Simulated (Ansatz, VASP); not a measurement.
## InH3: VASP beside Ansatz

```
CELL_PARAMETERS angstrom
3.29253 0.00000 0.00000
0.00000 3.29253 0.00000
0.00000 0.00000 3.29253
ATOMIC_POSITIONS crystal
In 0.00000 0.00000 0.00000
H 0.00000 0.50000 0.50000
H 0.50000 0.00000 0.50000
H 0.50000 0.50000 0.00000
```

Alike in both runs: functional PBE; k mesh 6 × 6 × 6; occupations gaussian, width 0.1 eV; no spin polarisation.

Ansatz relaxed the structure, and its values are those at the end. VASP's run is a single point on that final structure, the one shown.

|  | VASP | Ansatz |
| --- | --- | --- |
| version | VASP 6.6.1 | Ansatz 0.2.0 |
| potentials or method | VASP PAW PBE potentials, release 64 (In_d, H) | scalar-relativistic, plane waves, PAW |
| plane-wave cutoff (eV) | 520 | 420 |
| valence electrons in the cell | 16 | 16 |

|  | VASP | Ansatz | Ansatz less VASP |
| --- | --- | --- | --- |
| gap on the k mesh at the Fermi level (eV) | none | none | - |
| pressure (GPa) | -0.4 | -0.3 | +0.12 |

A gap of «none» marks a metal or a gap that the smearing closes. With one functional, cell and mesh, what is left measures potentials, basis and numerics.
